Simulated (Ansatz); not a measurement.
A 2-atom cell of MgS started from a crystallographic database, relaxed with r2SCAN in Ansatz. The symmetry is Fm-3m (No. 225, cubic); conventional cell a = 5.203 Å, 17.61 Å³ an atom. Mg has 6 S at 2.60 Å; S has 6 Mg at 2.60 Å.

The axes x, y and z are those of this cell:
```
Mg S
1.0
     0.00000    2.60152    2.60152
     2.60152    0.00000    2.60152
     2.60152    2.60152    0.00000
Mg S
1 1
Direct
  0.00000 0.00000 0.00000
  0.50000 0.50000 0.50000
```

Unstrained: The PBE gap is indirect, 2.790 eV (Γ to X), below the direct gap of 3.723 eV at Γ. The r2SCAN gap is indirect, 3.463 eV (Γ to X), below the direct gap of 4.642 eV at Γ. HSE06 gives an indirect gap of 3.804 eV, from Γ to X; the least direct gap is 4.827 eV at Γ. Meshes: PBE 8×8×8, r2SCAN 8×8×8, HSE06 6×6×6. Strains are changes of length per length. After each strain the atoms were relaxed again with r2SCAN within the symmetry that the strain leaves, so tilts or polar shifts that break it weren't tested; points keep the names that they have in the unstrained zone. No spin polarisation and no zero-point or thermal motion.

Task: Apply biaxial +1.91 % in x and y, z held. How far does the gap move, against the unstrained cell?

Result: PBE: the gap goes from 2.790 to 2.625 eV (-0.165 eV); with r2SCAN the top three valence levels at Γ, degenerate before, become 2+1 from the top over 86 meV. r2SCAN: the gap goes from 3.463 to 3.293 eV (-0.170 eV). HSE06: the gap goes from 3.804 to 3.620 eV (-0.184 eV). The r2SCAN energy rises by 7.3 meV an atom.

Task: Estimate what uniaxial -2.9 % along z, other directions held does to the gap.

Result: PBE: the gap goes from 2.790 to 2.714 eV (-0.076 eV); with r2SCAN the top three valence levels at Γ, degenerate before, become 2+1 from the top over 135 meV. r2SCAN: the gap goes from 3.463 to 3.379 eV (-0.084 eV). HSE06: the gap goes from 3.804 to 3.724 eV (-0.080 eV). The r2SCAN energy rises by 7.9 meV an atom.

The meshes of the hybrids are coarse, so their gaps aren't converged to the digits shown.

The splittings at Γ are without spin-orbit coupling, which regroups them where it is of like size or larger.
